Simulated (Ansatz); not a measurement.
## Relaxing Al

Method: DFT PBEsol+D3(BJ), scalar-relativistic, plane waves, PAW (Ansatz 0.2.0). Run with 420 eV cutoff, 18×18×10 k-mesh, Gaussian smearing of 0.10 eV, no spin polarisation.

What was changed: relaxed at 12 GPa.

Other phases may be more stable at this pressure.

Command:

```bash
ansatz run input.yaml --threads 1 --pin off --max-ram 2560MiB --backend cpu --events-out ev --progress --plain --runs-dir out
```

Input:

```yaml
crystal:
  lattice:
    - [2.6878940124, 0.0, 0.0]
    - [-1.3439470062, 2.3277844974, 0.0]
    - [0.0, 0.0, 4.475620381]
  atoms:
    - { symbol: Al, position: [0.6666666667, 0.3333333333, 0.75] }
    - { symbol: Al, position: [0.3333333333, 0.6666666667, 0.25] }
basis:
  ecutwfc: 420
kpoints:
  mp_grid: { grid: [18, 18, 10] }
hamiltonian:
  xc: pbesol
  dispersion: d3bj
scf:
  occupations: { method: gaussian, width: 0.1 }
output:
  forces: true
  stress: true
  eigenvalues: true
relax:
  adjacent_minimum: "off"
  f_tol: 0.008
  max_steps: 50
  cell: { stress_tol: 0.08, p_target: 12.0 }
```

F is the free energy. Steps run on the plane waves of an earlier cell, but the last one, and at times one on the way, on a freshly chosen basis, so a repeated geometry can differ a little in energy. The relaxation lowers the enthalpy F + PV at the target pressure, so F itself can rise.

At step 7 F + PV rises: a step can overshoot before the optimiser corrects it.

Steps:

| step | F − F(1) (eV) | largest force component (eV/Å) | V (Å³/atom) | P (GPa) |
| --- | --- | --- | --- | --- |
| 1 | 0.0000 | 0.000 | 14.002 | 12.48 |
| 2 | -0.0073 | 0.000 | 14.048 | 12.00 |
| 3 | -0.0080 | 0.000 | 14.052 | 11.94 |
| 4 | -0.0066 | 0.000 | 14.040 | 12.03 |
| 5 | 0.0011 | 0.000 | 14.006 | 12.46 |
| 6 | -0.0074 | 0.000 | 14.044 | 11.99 |
| 7 | 0.0040 | 0.000 | 14.041 | 12.26 |
| 8 | -0.0073 | 0.000 | 14.042 | 12.01 |
| 9 | -0.0080 | 0.000 | 14.047 | 11.98 |
| 10 | -0.0078 | 0.000 | 14.045 | 11.99 |
| 11 | -0.0078 | 0.000 | 14.045 | 11.99 |

Relaxed structure:

```
CELL_PARAMETERS angstrom
2.71248 0.00000 0.00000
-1.35624 2.34907 0.00000
0.00000 0.00000 4.40857
ATOMIC_POSITIONS crystal
Al 0.66667 0.33333 0.75000
Al 0.33333 0.66667 0.25000
```

Symmetry: P6_3/mmc, No. 194, hexagonal system. Conventional cell: a = 2.712 Å, b = 2.712 Å, c = 4.409 Å, α = 90.00°, β = 90.00°, γ = 120.00°. Around Al (site symmetry -6m2) lie 12 Al at 2.70 to 2.71 Å.

The run converged. The run took 60 s on 1 thread of AMD EPYC (Zen 3), on a shared host, peak memory 0.36 GiB.